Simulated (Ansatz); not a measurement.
**PbO-type BaS**

Method: PBEsol, scalar-relativistic; no spin polarisation; PAW, 420 eV, 6×6×8 k-mesh, Gaussian smearing of 0.05 eV; code Ansatz; PAW files: Ansatz's generated set soft_2.

```
CELL_PARAMETERS angstrom
5.34207 0.00000 0.00000
0.00000 5.34207 0.00000
0.00000 0.00000 3.80883
ATOMIC_POSITIONS crystal
Ba 0.50000 0.00000 0.42636
Ba 0.00000 0.50000 0.57364
S 0.00000 0.00000 0.00000
S 0.50000 0.50000 0.00000
```

The start was a prototype's sites filled with these elements. The Crystallography Open Database lists the compound in space group Fm-3m (rock salt), so this is a trial structure.

**Question.** Which orbitals make up the states within about 0.6 eV of the valence edge?

**Answer.** S 3p 98 % (shares among the projected shells); the gap is 1.56 eV. The projected shells catch only 2 % of the states at the conduction edge, which lie mostly on empty orbitals that aren't projected.

Density of states (tetrahedra, averaged over 0.4 eV; states/eV per cell of 4 atoms; energy in eV from the Fermi level):

```tsv
E (eV)	DOS
-3.65	0.3
-3.25	2.2
-2.85	5.8
-2.45	5.1
-2.05	4.4
-1.65	4.5
-1.25	6.9
-0.85	0.8
-0.45	0.0
-0.05	0.0
0.35	0.0
0.75	0.0
1.15	0.4
1.55	0.8
1.95	2.0
2.35	3.6
2.75	2.2
3.15	2.3
3.55	3.4
3.95	6.0
```

Formal charges Ba²⁺, S²⁻ balance and leave closed shells on every ion, so a band insulator is expected, and the gap is 1.56 eV.

Kohn–Sham gaps of semilocal functionals lie under measured ones, often by a third or more. These numbers lack spin–orbit coupling.
